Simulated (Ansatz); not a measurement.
# C: the cost of one run

Program: Ansatz 0.2.0. Level of theory: DFT PBE, scalar-relativistic, plane waves, PAW. These are calculated values, not measurements.

1 further run of the same task is left out (it didn't finish).

## 1. The structure to begin with

Symmetry: Ccce, No. 68, orthorhombic system. The conventional cell has a = 2.385 Å, b = 4.131 Å, c = 5.656 Å, α = 90.00°, β = 90.00°, γ = 90.00°. C (site symmetry 2) is surrounded by 4 C at 1.52 Å. Around C (site symmetry 222) lie 4 C at 1.52 Å.

As a file:

```
CELL_PARAMETERS angstrom
1.19239 -2.06528 0.00000
1.19239 2.06528 0.00000
0.00000 0.00000 5.65596
ATOMIC_POSITIONS crystal
C 0.00000 0.50000 0.33333
C 0.50000 0.00000 0.66667
C 0.50000 0.00000 0.16667
C 0.00000 0.50000 0.83333
C 0.00000 0.00000 0.50000
C 0.50000 0.50000 0.00000
```

Recipe of the guess: 4-connected net of one element (Ccce, No. 68). Lengths come from tabulated atomic sizes and are only a guess.

## 2. Probe: one point on a coarse mesh

Input file input.yaml:

```yaml
crystal:
  lattice:
    - [1.19239059, -2.06527733, 0.0]
    - [1.19239059, 2.06527733, 0.0]
    - [0.0, 0.0, 5.65595806]
  atoms:
    - { symbol: C, position: [0.0, 0.5, 0.33333363] }
    - { symbol: C, position: [0.5, 0.0, 0.66666637] }
    - { symbol: C, position: [0.5, 0.0, 0.16666637] }
    - { symbol: C, position: [0.0, 0.5, 0.83333363] }
    - { symbol: C, position: [0.0, 0.0, 0.5] }
    - { symbol: C, position: [0.5, 0.5, 0.0] }
basis:
  ecutwfc: 420
kpoints:
  mp_grid: { grid: [12, 12, 4] }
hamiltonian:
  xc: pbe
scf:
  occupations: { method: gaussian, width: 0.1 }
  lower_state_search: "off"
output:
  forces: true
  stress: true
  eigenvalues: true
```

The run is started by

```
$ ansatz run input.yaml --threads 1 --pin off --max-ram 2560MiB --backend cpu --events-out ev --progress --plain --runs-dir out
```

**Question.** How long does this run take on 1 thread of Arm Neoverse V2, shared host, and how much memory does it need?

About 3.1 s, with a peak of 0.3 GiB.
